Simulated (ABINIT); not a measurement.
# Sn in ABINIT: convergence with cutoff

Input of the first run (cutoff 20.5 Ha); the others differ in this setting and in those tied to it:

run.abi

```
# Pseudopotentials
pp_dirpath "./"
pseudos "Sn.upf"

# Structure
acell 8.4186437008 8.4186437008 8.4186437008
rprim
    -0.6599709438     0.6599709438     0.3589940205
     0.6599709438    -0.6599709438     0.3589940205
     0.6599709438     0.6599709438    -0.3589940205
ntypat 1
znucl 50
natom 2
typat 1 1
xred
     0.0000000000     0.0000000000     0.0000000000
     0.7500000000     0.2500000000     0.5000000000

# Plane-wave basis
ecut 557.833418 eV

# k points
kptopt 1
ngkpt 5 5 5
nshiftk 1
shiftk 0.0 0.0 0.0

# Exchange and correlation
ixc -116133

# Bands and occupations
nband 27
occopt 6
tsmear 0.00183747

# SCF cycle
nstep 100
tolvrs 1.0e-10

# Output
iomode 3
prtwf 0
prtden 0
prteig 0
prtebands 0
enunit 1
prtvol 2
```

Potentials or basis: PseudoDojo NC SR PBEsol v0.4 stringent.

The run is started by

```bash
$ abinit run.abi > log 2>&1
```

Hardware: 1 thread of Arm Neoverse V1, on a shared host.

| cutoff | energy less the tightest run (meV/atom) | pressure (GPa) | SCF cycles | CPU time (s) | peak memory (GiB) |
| --- | --- | --- | --- | --- | --- |
| 20.5 Ha | 33897.30 | -594.24 | 8 | 25 | 0.07 |
| 25.5 Ha | 10601.42 | -260.38 | 8 | 34 | 0.08 |
| 30.5 Ha | 2794.10 | -95.68 | 8 | 48 | 0.1 |
| 35.5 Ha | 582.09 | -28.31 | 9 | 62 | 0.11 |
| 43.5 Ha | 22.29 | -2.80 | 9 | 80 | 0.13 |
| 51 Ha | 1.25 | -0.98 | 10 | 130 | 0.17 |
| 58.5 Ha | 0.74 | -0.98 | 9 | 130 | 0.18 |
| 69 Ha | 0.35 | -0.97 | 9 | 160 | 0.21 |
| 81.5 Ha | 0.00 | -0.97 | 10 | 260 | 0.27 |

Against the tightest run, the energy stays within 1 meV/atom from 58.5 Ha on; the pressure stays within 0.1 GPa from 51 Ha on. The tightest run that finished is the yardstick and may itself not be fully converged.

Caveat, for the tightest run too: the k mesh is coarse (spacing up to 0.45 Å⁻¹), so the values aren't converged.
